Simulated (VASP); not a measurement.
**CaO: equilibrium volume by level of theory**

Symmetry: Fm-3m, No. 225, cubic system. Conventional cell: a = 4.813 Å, b = 4.813 Å, c = 4.813 Å, α = 90.00°, β = 90.00°, γ = 90.00°. Around Ca (site symmetry m-3m) lie 6 O at 2.41 Å. O (site symmetry m-3m) has 6 Ca at 2.41 Å as nearest neighbours.

| rung | level | program and potentials | cutoff (eV) | k mesh | equilibrium volume (Å³/atom) | notes |
| --- | --- | --- | --- | --- | --- | --- |
| LDA | LDA | VASP, LDA PAW files Ca_sv, O, 600 eV | 600 | 10 × 10 × 10 | 13.12 | - |
| GGA | PBE | VASP, PBE PAW files Ca_sv, O, 600 eV | 600 | 10 × 10 × 10 | 14.15 | - |
| GGA + dispersion | PBE+D3(BJ) | VASP, PBE PAW files Ca_sv, O, 600 eV | 600 | 10 × 10 × 10 | 13.74 | - |
| GGA | PBEsol | VASP, PBE PAW files Ca_sv, O, 600 eV | 600 | 10 × 10 × 10 | 13.61 | potentials made for PBE |
| GGA | RPBE | VASP, PBE PAW files Ca_sv, O, 600 eV | 600 | 10 × 10 × 10 | 14.67 | potentials made for PBE |
| meta-GGA | r2SCAN | VASP, PBE PAW files Ca_sv, O, 600 eV | 600 | 10 × 10 × 10 | 13.89 | potentials made for PBE |

Task: relaxation of cell and atoms. All rows: no spin polarisation. Meshes are those of the run's cell of 2 atoms unless a note names another. Relaxations start from the cell shown or near it and stop with a little pressure left. Runs on faulty files, with rough fits or with known faults for this quantity aren't shown. No row holds spin-orbit coupling.

By rung: LDA 13.12; GGA 13.61 to 14.67; GGA + dispersion 13.74; meta-GGA 13.89 (Å³/atom).
